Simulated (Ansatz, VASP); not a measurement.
## One calculation of Ir, two programs

```
Ir
1.0
     0.00000    1.92447    1.92447
     1.92447    0.00000    1.92447
     1.92447    1.92447    0.00000
Ir
1
Direct
  0.00000 0.00000 0.00000
```

Alike in both runs: functional r2SCAN; k mesh 8 × 8 × 8; no spin polarisation.

Ansatz relaxed the structure, and its values are those at the end. VASP's run is a single point on that final structure, the one shown.

|  | VASP | Ansatz |
| --- | --- | --- |
| version | VASP 6.6.1 | Ansatz 0.2.0 |
| potentials or method | VASP PAW PBE potentials, release 64 (Ir) | PAW plane waves |
| plane-wave cutoff (eV) | 520 | 500 |
| occupations | methfessel-paxton of order 1, width 0.01 eV | cold, width 0.01 eV |
| valence electrons in the cell | 9 | 17 |

```tsv
	VASP	Ansatz	Ansatz less VASP
gap on the k mesh at the Fermi level (eV)	none	none	-
pressure (GPa)	2.5	0.0	-2.43
```

A gap of «none» marks a metal or a gap that the smearing closes. The two sets of potentials don't hold the same shells in valence. Ansatz warned: «stress_scf_threshold_loose».

Caveats: the PAW data sets were made with another functional, which shifts forces and pressure a little (VASP). Spin-orbit coupling is left out, which matters for the levels of Ir.
